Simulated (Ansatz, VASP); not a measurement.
# NaCl: VASP beside Ansatz

```xyz
2
Lattice="0.0000 2.6826 2.6826 2.6826 0.0000 2.6826 2.6826 2.6826 0.0000" Properties=species:S:1:pos:R:3 pbc="T T T"
Na    0.0000    0.0000    0.0000
Cl    2.6826    2.6826    2.6826
```

Alike in both runs: functional LDA; k mesh 8 × 8 × 8; no spin polarisation.

Ansatz relaxed the structure, and its values are those at the end. VASP's run is a single point on that final structure, the one shown.

|  | VASP | Ansatz |
| --- | --- | --- |
| version | VASP 6.6.1 | Ansatz 0.2.0 |
| potentials or method | VASP PAW LDA potentials, release 64 (Na_pv, Cl) | PAW with Ansatz's default frozen-core files, scalar-relativistic |
| plane-wave cutoff (eV) | 520 | 420 |
| occupations | gaussian, width 0.01 eV | fixed |
| valence electrons in the cell | 14 | 16 |

```csv
,VASP,Ansatz,Ansatz less VASP
pressure (GPa),2.0,2.0,-0.02
```

The two sets of potentials don't hold the same shells in valence.
